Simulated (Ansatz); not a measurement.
An element in the bcc structure gives these cold pressures by all-electron LAPW under PBE (Ansatz 0.2.0, scalar-relativistic, no spin polarisation).

```tsv
V (Å³/atom)	P (GPa)
29.67	0.03
28.19	2.41
25.22	8.98
22.25	19.28
19.29	36.4
16.32	66.4
13.35	127.7
11.87	184.3
```

Which element is it?

Lu. Its zero-pressure volume in this structure is near 29.7 Å³/atom; the volume and the steepness of P(V) together point to it, though neighbours can come close. Other candidates weren't computed, and some may come near.
